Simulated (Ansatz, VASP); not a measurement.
S in VASP and in Ansatz

```
S
1.0
    -1.13541    1.13541    1.13541
     1.13541   -1.13541    1.13541
     1.13541    1.13541   -1.13541
S
1
Direct
  0.00000 0.00000 0.00000
```

Change from the starting cell: volume scaled by 0.4, LAPW.

Alike in both runs: task single point; functional LDA; k mesh 16 × 16 × 16; occupations fermi-dirac, width 0.08 eV; no spin polarisation.

|  | VASP | Ansatz |
| --- | --- | --- |
| version | VASP 6.6.1 | Ansatz 0.2.0 |
| potentials or method | VASP PAW LDA potentials, release 64 (S), cutoff 520 eV | all-electron LAPW, scalar-relativistic |

```tsv
	VASP	Ansatz	Ansatz less VASP
pressure (GPa)	506.6	521.3	+14.68
```

Ansatz ran all-electron here, so the differences hold the error of VASP's frozen core and of both bases.

Caveats: the cell as given lies far from equilibrium; so large a pressure means that the cell lies far from this level's equilibrium, or that cutoff or potentials fall short (VASP).
